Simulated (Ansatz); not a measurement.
# KBr: relativity, spin-orbit coupling and the nucleus

Aim: hold the cell of KBr and change the physics step by step: no relativity; spin-orbit coupling on; inner shells corrected to Dirac's equation.

The COD entry's cell or inner coordinates are ideal or old and differ from later refinements, so a difference from it is no clean test against experiment.

Program: Ansatz 0.2.0. Level of theory: DFT, at the level named in each step. These are calculated values, not measurements.

## (1) Starting point

Symmetry: Fm-3m, No. 225, cubic system. Conventional cell: a = 6.585 Å, b = 6.585 Å, c = 6.585 Å, α = 90.00°, β = 90.00°, γ = 90.00°. Around K (site symmetry m-3m) lie 6 Br at 3.29 Å. Br (site symmetry m-3m) is surrounded by 6 K at 3.29 Å.

As a file:

```
K Br
1.0
     0.00000    3.29250    3.29250
     3.29250    0.00000    3.29250
     3.29250    3.29250    0.00000
K Br
1 1
Cartesian
  0.0000 0.0000 0.0000
  3.2925 3.2925 3.2925
```

The geometry is a database entry used as it stands. It may stem from high pressure or temperature, or be incomplete, so it serves as a test cell.

Atoms are numbered in the order of the input: K1, Br2.

## (2) No relativity, LAPW

Contents of input.yaml:

```yaml
crystal:
  lattice:
    - [0.0, 3.2925, 3.2925]
    - [3.2925, 0.0, 3.2925]
    - [3.2925, 3.2925, 0.0]
  atoms:
    - { symbol: K, position: [0.0, 0.0, 0.0] }
    - { symbol: Br, position: [0.5, 0.5, 0.5] }
kpoints:
  mp_grid: { grid: [6, 6, 6] }
  band_path:
    path:
      - [0.0, 0.0, 0.0]
      - [0.5, 0.0, 0.5]
      - [0.625, 0.25, 0.625]
      - [0.375, 0.375, 0.75]
      - [0.0, 0.0, 0.0]
      - [0.5, 0.5, 0.5]
      - [0.5, 0.25, 0.75]
      - [0.5, 0.0, 0.5]
    npoints: 5
scf:
  occupations: { method: fermi_dirac, width: 0.01 }
hamiltonian:
  xc: pbe
  pseudopotentials:
    kind: all_electron
    lapw: { basis_error: 0.001 }
    relativity: none
output:
  forces: true
  stress: true
  eigenvalues: true
```

## (3) Spin-orbit coupling on, LAPW

Edit input.yaml of step 2 so:

```diff
@@ -25,6 +25,3 @@
   xc: pbe
-  pseudopotentials:
-    kind: all_electron
-    lapw: { basis_error: 0.001 }
-    relativity: none
+  pseudopotentials: { kind: all_electron, lapw: { basis_error: 0.001 } }
 output:
@@ -33 +30,4 @@
   eigenvalues: true
+magnetization:
+  noncollinear: true
+  spin_orbit: true
```

## (4) Spin-orbit coupling on, PAW

Edit input.yaml of step 3 so:

```diff
@@ -25,3 +25,3 @@
   xc: pbe
-  pseudopotentials: { kind: all_electron, lapw: { basis_error: 0.001 } }
+  pseudopotentials: { kind: paw_fr }
 output:
@@ -30,2 +30,3 @@
   eigenvalues: true
+  efg: { contact_densities: true }
 magnetization:
```

## (5) Inner shells corrected to Dirac's equation, LAPW

Contents of input.yaml:

```yaml
crystal:
  lattice:
    - [0.0, 3.2925, 3.2925]
    - [3.2925, 0.0, 3.2925]
    - [3.2925, 3.2925, 0.0]
  atoms:
    - { symbol: K, position: [0.0, 0.0, 0.0] }
    - { symbol: Br, position: [0.5, 0.5, 0.5] }
kpoints:
  mp_grid: { grid: [6, 6, 6] }
scf:
  occupations: { method: fermi_dirac, width: 0.01 }
hamiltonian:
  xc: pbe
  pseudopotentials:
    kind: all_electron
    lapw: { basis_error: 0.001 }
    dirac_shells: { K: ["2p"], Br: ["3p"] }
output:
  forces: true
  stress: true
  eigenvalues: true
```

(Steps that only read results are left out.)

Q: Predict the outcome of this session. Wanted: pressure, no relativity, LAPW; pressure, spin-orbit coupling on, LAPW; pressure, inner shells corrected to Dirac's equation, LAPW.

**Answer**, as computed:

```
                                                  quantity     value
                             pressure, no relativity, LAPW  0.94 GPa
                    pressure, spin-orbit coupling on, LAPW  0.84 GPa
pressure, inner shells corrected to Dirac's equation, LAPW  0.83 GPa
```

What this shows: Going from no relativity to the scalar-relativistic run with inner shells corrected to Dirac's equation moves the pressure by -0.10 GPa and the gap from 4.68 to 4.45 eV; the heaviest element has Z = 35. From that run, spin-orbit coupling moves the pressure by less than 0.01 GPa. With spin-orbit coupling: in pressure, PAW differs from LAPW by less than 0.01 GPa and less than 0.01 eV in the gap.

These are semilocal Kohn-Sham gaps, which aren't the measured quantity. Such gaps usually fall short of the measured ones.
